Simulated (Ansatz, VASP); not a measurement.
## ZrB2: VASP beside Ansatz

```
Zr B
1.0
     3.04663    0.00000    0.00000
    -1.52331    2.63846    0.00000
     0.00000    0.00000    3.39321
Zr B
1 2
Direct
  0.00000 0.00000 0.00000
  0.33333 0.66667 0.50000
  0.66667 0.33333 0.50000
```

Alike in both runs: task single point; functional LDA; k mesh 18 × 18 × 12; occupations gaussian, width 0.15 eV; no spin polarisation.

```csv
,VASP,Ansatz
version,VASP 6.6.1,Ansatz 0.2.0
potentials or method,"VASP PAW LDA potentials, release 64 (Zr_sv, B)","scalar-relativistic, plane waves, PAW"
plane-wave cutoff (eV),520,520
valence electrons in the cell,18,18
```

Ansatz gave:

```
gap on the k mesh at the Fermi level (eV)       : none
pressure (GPa)                                  : 25.7
largest component of the traceless stress (GPa) : 0.98
```

Q: Which values does VASP return?

A: gap on the k mesh at the Fermi level (eV): none; pressure (GPa): 26.3; largest component of the traceless stress (GPa): 0.92.

A gap of «none» marks a metal or a gap that the smearing closes.

Caveats: so large a pressure means that the cell lies far from this level's equilibrium, or that cutoff or potentials fall short (VASP).
